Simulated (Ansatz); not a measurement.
## How settings move the results for ZnAu

```xyz
2
Lattice="3.1470 0.0000 0.0000 0.0000 3.1470 0.0000 0.0000 0.0000 3.1470" Properties=species:S:1:pos:R:3 pbc="T T T"
Zn    1.5735    1.5735    1.5735
Au    0.0000    0.0000    0.0000
```

Atom numbers follow the list: Zn1, Au2.

The cell is COD entry 1510322, as deposited and not checked against the literature; nothing was relaxed.

No spin–orbit coupling, which matters for the heavy atoms here.

These are results of Ansatz 0.2.0, DFT, PBE, PAW with Ansatz's default frozen-core files, scalar-relativistic, not measurements.

The runs use a Γ-centred 12×12×12 k mesh, Fermi–Dirac smearing of 0.05 eV, cutoff 420 eV, no spin polarisation. One setting is then changed at a time.

P includes the program's estimate of the Pulay (finite-basis) term, listed apart; without it the pressure would be far more sensitive to the cutoff.

```json
{"PAW cutoff (eV)": "420 (base)", "free energy less the base's (meV/atom)": "0.0", "P (GPa)": "4.86", "Pulay term in P (GPa)": "0.10"}
{"PAW cutoff (eV)": "150", "free energy less the base's (meV/atom)": "40864", "P (GPa)": "?", "Pulay term in P (GPa)": "1325.53"}
{"PAW cutoff (eV)": "200", "free energy less the base's (meV/atom)": "7952", "P (GPa)": "6.82", "Pulay term in P (GPa)": "379.53"}
{"PAW cutoff (eV)": "300", "free energy less the base's (meV/atom)": "106", "P (GPa)": "5.06", "Pulay term in P (GPa)": "11.63"}
{"PAW cutoff (eV)": "350", "free energy less the base's (meV/atom)": "6.2", "P (GPa)": "?", "Pulay term in P (GPa)": "0.84"}
{"PAW cutoff (eV)": "500", "free energy less the base's (meV/atom)": "-1.7", "P (GPa)": "4.84", "Pulay term in P (GPa)": "0.03"}
```

(1) What belongs in the row "350", column "P (GPa)"?

(2) What belongs in the row "150", column "P (GPa)"?

Results:

(1) 4.99.

(2) -23.45.
